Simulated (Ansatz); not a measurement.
# Response of Si to small distortions

```yaml
crystal:
  lattice:
    - [0.00000, 2.73492, 2.73492]
    - [2.73492, 0.00000, 2.73492]
    - [2.73492, 2.73492, 0.00000]
  atoms:
    - { symbol: Si, position: [0.00000, 0.00000, 0.00000] }
    - { symbol: Si, position: [0.25000, 0.25000, 0.25000] }
```

Atom numbers follow the list: Si1, Si2.

The structure comes from a relaxation in the same program, started in the diamond type, and has space group Fd-3m. Whether it is a known phase or the ground state wasn't checked.

All numbers below come from DFT, PBE, all-electron PAW with datasets made for the crystal, scalar-relativistic (Ansatz 0.2.0).

Numerical set-up: a Γ-centred 13×13×13 k mesh, Fermi–Dirac smearing of 0.05 eV, cutoff 180 eV (chosen by the program for this cell), no spin polarisation.

The unchanged cell is at -0.01 GPa.

Semilocal functionals give too small gaps.

x, y and z are the Cartesian axes of the cell as listed; fractional coordinates follow a strain, and an engineering shear is twice the off-diagonal strain component.

Vzz stands for the principal value of largest size of the field-gradient tensor, whatever its axis.

**Question.** One change gave: energy change +8 meV/atom; stress change (xx, yy, zz, yz, xz, xy) 1.47, 1.47, -3.10, 0.00, 0.00, 0.00 GPa, compression positive; Vzz in 10²¹ V/m²: Si1 0 → -0.02 (η = 0.00); gap on the k mesh 0.64 → 0.40 eV. Which change was it?
A. xy engineering shear strain of -1 %
B. z strained by +3 % at fixed volume
C. atom 1 (Si) moved by (0.0849, 0.0849, 0.0000) Å

**Answer.** B. For xy engineering shear strain of -1 %: energy change under 1 meV/atom; stress change (xx, yy, zz, yz, xz, xy) 0.01, 0.01, 0.01, 0.00, 0.00, 0.99 GPa, compression positive; change of the force on Si2 (0.000, 0.000, 0.091) eV/Å; Vzz in 10²¹ V/m²: Si1 0 → -0.19 (η = 0.99); gap on the k mesh 0.64 → 0.62 eV. For atom 1 (Si) moved by (0.0849, 0.0849, 0.0000) Å: energy change +47 meV/atom; stress change (xx, yy, zz, yz, xz, xy) 0.32, 0.32, 0.77, 3.07, 3.07, 0.57 GPa, compression positive; change of the force on Si1 (-1.100, -1.100, -0.248) eV/Å; Vzz in 10²¹ V/m²: Si1 0 → -1.06 (η = 0.85).

**Question.** What force constant does this one finite step give for Si1 along its displacement (all its periodic images move with it)?

**Answer.** k = −ΔF·u/|u|² = 12.96 eV/Å², so the force pulls the atom back.
